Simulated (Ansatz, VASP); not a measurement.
## Two plane-wave programs on Hf

```xyz
2
Lattice="3.1595 0.0000 0.0000 -1.5798 2.7362 0.0000 0.0000 0.0000 4.9980" Properties=species:S:1:pos:R:3 pbc="T T T"
Hf    0.0000    1.8241    1.2495
Hf    1.5798    0.9121    3.7485
```

Alike in both runs: functional PBEsol; k mesh 14 × 14 × 8; occupations fermi-dirac, width 0.05 eV; no spin polarisation.

Ansatz relaxed the structure, and its values are those at the end. VASP's run is a single point on that final structure, the one shown.

```csv
,VASP,Ansatz
version,VASP 6.6.1,Ansatz 0.2.0
potentials or method,"VASP PAW PBE potentials, release 64 (Hf_pv)","PAW with Ansatz's default frozen-core files, scalar-relativistic"
plane-wave cutoff (eV),520,420
valence electrons in the cell,20,52
```

Ansatz gave:

| Item | Value |
| --- | --- |
| pressure (GPa) | 0.0 |

Problem. Which values does VASP return?

Solution. Pressure (GPa): -0.4.

The two sets of potentials don't hold the same shells in valence.

Caveats: the PAW data sets were made with another functional, which shifts forces and pressure a little (VASP). The runs have no spin-orbit coupling, so splittings on Hf are missing.
